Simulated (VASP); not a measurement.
TaN:

```
Ta N
1.0
     0.00000    2.17900    2.17900
     2.17900    0.00000    2.17900
     2.17900    2.17900    0.00000
Ta N
1 1
Cartesian
  2.1790 2.1790 2.1790
  0.0000 0.0000 0.0000
```

Base run:

| Item | Value |
| --- | --- |
| Program | VASP 6.6.1 |
| Functional | PBE |
| Potentials or basis | VASP PAW PBE potentials, release 64 (Ta_pv, N) |
| Cutoff | 520 eV |
| k mesh | 7 × 7 × 7 |
| Occupations | gaussian, width 0.05 eV |
| Spin | collinear spin, ferromagnetic start |
| Starting moments | [0.5, 0.0] μB |
| Hubbard terms | Ta d U = 7 eV |

Its results: band gap on the k mesh none (metal or under the smearing width); pressure 38.9 GPa; net moment 0.00 μB per cell.

Task: The run is repeated on the same cell with these changes: hubbard terms from Ta d U = 7 eV to none; further incar settings from ALGO = Normal; EDIFF = 1e-07 to ALGO = Normal; EDIFF = 1e-07; NBANDS = 19. What comes out?

Result: Band gap on the k mesh none (metal or under the smearing width); pressure 15.3 GPa; net moment 0.00 μB per cell.

Caveats: a pressure of tens of GPa on the cell as given is suspect, and the run, the potentials or the cell itself is likely at fault (some runs); so large a pressure means that the cell lies far from this level's equilibrium, or that cutoff or potentials fall short (some runs).
